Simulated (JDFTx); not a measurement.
Crystal: Pb.

```xyz
1
Lattice="0.0000 2.4750 2.4750 2.4750 0.0000 2.4750 2.4750 2.4750 0.0000" Properties=species:S:1:pos:R:3 pbc="T T T"
Pb    0.0000    0.0000    0.0000
```

A run of JDFTx 1.7.0 (patched build) on this cell left the log below. Logs are shortened: lines on timing, memory, paths and dates and some standing lists are left out, and cuts for length are marked.

```text
*************** JDFTx 1.7.0 (patched build) ***************

Input parsed successfully to the following command list (including defaults):
[... the input with its defaults ...]

---------- Setting up symmetries ----------

Found 48 point-group symmetries of the bravais lattice
Found 48 space-group symmetries with basis
Applied RMS atom displacement 0 bohrs to make symmetries exact.

---------- Initializing the Grid ----------
R =
[            0      4.67711      4.67711  ]
[      4.67711            0      4.67711  ]
[      4.67711      4.67711            0  ]
unit cell volume = 204.627
G =
[  -0.671695   0.671695   0.671695  ]
[   0.671695  -0.671695   0.671695  ]
[   0.671695   0.671695  -0.671695  ]
Minimum fftbox size, Smin = [  40  40  40  ]
Chosen fftbox size, S = [  40  40  40  ]

---------- Exchange Correlation functional ----------
Initalized PBE GGA exchange.
Initalized PBE GGA correlation.

---------- Setting up pseudopotentials ----------
Width of ionic core gaussian charges (only for fluid interactions / plotting) set to 0

Reading pseudopotential file 'pseudo/Pb.upf':
  'Pb' pseudopotential, 'PBE' functional
  Generated using ONCVPSP code by D. R. Hamann
  14 valence electrons, 0 orbitals, 8 projectors, 602 radial grid points, with lMax = 3
  Core radius for overlap checks: 3.09 bohrs.

Initialized 1 species with 1 total atoms.

Folded 1 k-points by 9x9x9 to 729 k-points.

---------- Setting up k-points, bands, fillings ----------
Reduced to 35 k-points under symmetry.
Computing the number of bands and number of electrons
Calculating initial fillings.
nElectrons:  14.000000   nBands: 13   nStates: 35

----- Setting up reduced wavefunction bases (one per k-point) -----
average nbasis = 2472.948 , ideal nbasis = 2472.559

[... 116 lines left out ...]
SCF: Cycle:  3   F: -56.448377834689765   dF: -4.447e-08   |Residual|: 7.744e-05   |deigs|: 4.043e-05
	FillingsUpdate:  mu: +0.446131606  nElectrons: 14.000000
SCF: Cycle:  4   F: -56.448377848446640   dF: -1.376e-08   |Residual|: 1.287e-05   |deigs|: 2.855e-05
	FillingsUpdate:  mu: +0.446132032  nElectrons: 14.000000
SCF: Cycle:  5   F: -56.448377849092836   dF: -6.462e-10   |Residual|: 8.645e-06   |deigs|: 4.972e-06
	FillingsUpdate:  mu: +0.446132278  nElectrons: 14.000000
SCF: Cycle:  6   F: -56.448377849221551   dF: -1.287e-10   |Residual|: 1.506e-06   |deigs|: 4.166e-06
SCF: Converged (|Delta E|<1.000000e-09 for 2 iters).

Setting wave functions to eigenvectors of Hamiltonian
LatticeMinimize: 	Wolfe criterion not satisfied: alpha: 3  (E-E0)/|gdotd0|: -2.86146  gdotd/gdotd0: 0.910025 (taking cubic step)

-------- Electronic minimization -----------
Will mix electronic density at each iteration.
	FillingsUpdate:  mu: +0.446132278  nElectrons: 14.000000
	FillingsUpdate:  mu: +0.442522324  nElectrons: 14.000000
SCF: Cycle:  0   F: -56.448341440731411   dF: -2.243e-04   |Residual|: 1.365e-02   |deigs|: 5.782e-05
	FillingsUpdate:  mu: +0.442780362  nElectrons: 14.000000
SCF: Cycle:  1   F: -56.448431309212452   dF: -8.987e-05   |Residual|: 5.289e-03   |deigs|: 2.097e-03
	FillingsUpdate:  mu: +0.442956437  nElectrons: 14.000000
SCF: Cycle:  2   F: -56.448450992647722   dF: -1.968e-05   |Residual|: 5.334e-04   |deigs|: 1.370e-03
	FillingsUpdate:  mu: +0.442961394  nElectrons: 14.000000
SCF: Cycle:  3   F: -56.448451178934477   dF: -1.863e-07   |Residual|: 1.888e-04   |deigs|: 8.551e-05
	FillingsUpdate:  mu: +0.442974919  nElectrons: 14.000000
SCF: Cycle:  4   F: -56.448451236883599   dF: -5.795e-08   |Residual|: 4.712e-05   |deigs|: 7.344e-05
	FillingsUpdate:  mu: +0.442975532  nElectrons: 14.000000
SCF: Cycle:  5   F: -56.448451240126253   dF: -3.243e-09   |Residual|: 3.030e-05   |deigs|: 2.177e-06
	FillingsUpdate:  mu: +0.442975343  nElectrons: 14.000000
[... 170 lines left out ...]
-------- Electronic minimization -----------
Will mix electronic density at each iteration.
	FillingsUpdate:  mu: +0.420255505  nElectrons: 14.000000
	FillingsUpdate:  mu: +0.419940676  nElectrons: 14.000000
SCF: Cycle:  0   F: -56.448697343821401   dF: -1.667e-06   |Residual|: 1.213e-03   |deigs|: 5.213e-07
	FillingsUpdate:  mu: +0.419964932  nElectrons: 14.000000
SCF: Cycle:  1   F: -56.448698077987700   dF: -7.342e-07   |Residual|: 4.926e-04   |deigs|: 1.861e-04
	FillingsUpdate:  mu: +0.419983600  nElectrons: 14.000000
[... 2 further cycles ...]
SCF: Cycle:  4   F: -56.448698279091843   dF: -4.965e-10   |Residual|: 4.063e-06   |deigs|: 6.965e-06
	FillingsUpdate:  mu: +0.419985111  nElectrons: 14.000000
SCF: Cycle:  5   F: -56.448698279121594   dF: -2.975e-11   |Residual|: 3.733e-06   |deigs|: 1.926e-06
SCF: Converged (|Delta E|<1.000000e-09 for 2 iters).

Setting wave functions to eigenvectors of Hamiltonian
# Lattice vectors:
R =
[            0      4.75539      4.75539  ]
[      4.75539            0      4.75539  ]
[      4.75539      4.75539            0  ]
unit cell volume = 215.074
[... 71 lines left out ...]
# Energy components:
   Eewald =      -47.2419107080463192
       EH =       10.2730330075567355
     Eloc =      -19.6913035885789824
      Enl =      -20.3478318767524193
      Exc =       -7.0058930705275380
       KE =       27.5653308816122511
-------------------------------------
     Etot =      -56.4485753547362634
       TS =        0.0001229245629626
-------------------------------------
        F =      -56.4486982792992293

LatticeMinimize: Iter:   5  F: -56.448698279299229  |grad|_K:  8.137e-06  alpha:  1.000e+00  linmin:  1.000e+00
LatticeMinimize: Converged (|Delta F|<1.000000e-06 for 2 iters).

Dumping 'run.eigStats' ...
	eMin: -0.207073 at state 23 ( [ +0.000000 +0.444444 +0.444444 ] spin 0 )
	HOMO: +0.419756 at state 19 ( [ +0.000000 +0.333333 +0.333333 ] spin 0 )
	mu  : +0.419950
	LUMO: +0.421004 at state 31 ( [ +0.111111 +0.333333 -0.222222 ] spin 0 )
	eMax: +1.135205 at state 23 ( [ +0.000000 +0.444444 +0.444444 ] spin 0 )
	HOMO-LUMO gap: +0.001248
	Optical gap  : +0.052034 at state 31 ( [ +0.111111 +0.333333 -0.222222 ] spin 0 )
Done!
```

Problem. What input gives this log?

Solution. Relaxation of cell and atoms with PBE, no spin polarisation. The files as run (others can give the same):

Pb.in
```
lattice \
    0.0000000000     2.4750200000     2.4750200000 \
    2.4750200000     0.0000000000     2.4750200000 \
    2.4750200000     2.4750200000     0.0000000000
latt-scale 1.889726124626 1.889726124626 1.889726124626
coords-type Lattice
ion Pb     0.0000000000     0.0000000000     0.0000000000 1

ion-species pseudo/Pb.upf
elec-cutoff 40
elec-ex-corr gga-PBE
kpoint-folding 9 9 9
elec-smearing Fermi 0.0018374661
elec-n-bands 13
electronic-SCF nIterations 100 energyDiffThreshold 1e-09
electronic-minimize nIterations 30 energyDiffThreshold 1e-7
forces-output-coords Cartesian
lattice-minimize nIterations 40 energyDiffThreshold 1e-6

dump-name run.$VAR
dump End Ecomponents EigStats BandEigs Kpoints Forces Stress
```

Potentials or basis: SG15-PBE-1.2 with smoothed tails.
Launch:
```sh
$ jdftx -c 1 -i Pb.in -o Pb.out
```
